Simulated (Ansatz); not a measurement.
# SrCl2 (Fm-3m), zone-centre modes

Method: DFT PBEsol, scalar-relativistic, plane waves, PAW in Ansatz 0.2.0. The runs took a 420 eV cutoff, a Γ-centred 6×6×6 mesh and Gaussian smearing (0.05 eV). No spin polarisation.

The starting cell (as given, not relaxed at this level, and it needn't be the usual structure):

```
CELL_PARAMETERS angstrom
0.00000 3.48550 3.48550
3.48550 0.00000 3.48550
3.48550 3.48550 0.00000
ATOMIC_POSITIONS crystal
Sr 0.00000 0.00000 0.00000
Cl 0.25000 0.25000 0.25000
Cl 0.75000 0.75000 0.75000
```

Harmonic modes by finite displacements of 0.02 Å, without the LO–TO term.

Problem. At this geometry, is the structure stable against these modes?

Solution. Yes: no mode is imaginary beyond 10 cm⁻¹, and only the three translations lie near zero.

Problem. List the wavenumbers in cm⁻¹.

Solution. 0, 0, 0, 130, 130, 130, 172, 172, 172.